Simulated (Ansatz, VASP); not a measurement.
# Mg: VASP beside Ansatz

```
CELL_PARAMETERS angstrom
5.30233 0.00000 0.00000
-2.65117 4.59195 0.00000
0.00000 0.00000 3.21506
ATOMIC_POSITIONS crystal
Mg 0.00000 0.00000 0.00000
Mg 0.33333 0.66667 0.50000
Mg 0.66667 0.33333 0.50000
```

Alike in both runs: task single point; functional PBE; k mesh 8 × 8 × 11; occupations fermi-dirac, width 0.1 eV; no spin polarisation.

|  | VASP | Ansatz |
| --- | --- | --- |
| version | VASP 6.6.1 | Ansatz 0.2.0 |
| potentials or method | VASP PAW PBE potentials, release 64 (Mg) | plane waves (420 eV) with PAW, scalar-relativistic |
| plane-wave cutoff (eV) | 520 | 420 |
| valence electrons in the cell | 6 | 30 |

Ansatz gave:

| Property | Result |
| --- | --- |
| pressure (GPa) | -3.1 |
| largest component of the traceless stress (GPa) | 0.30 |

**Question.** Estimate VASP's values.

**Answer.** Pressure (GPa): -3.2; largest component of the traceless stress (GPa): 0.30.

The two sets of potentials don't hold the same shells in valence.
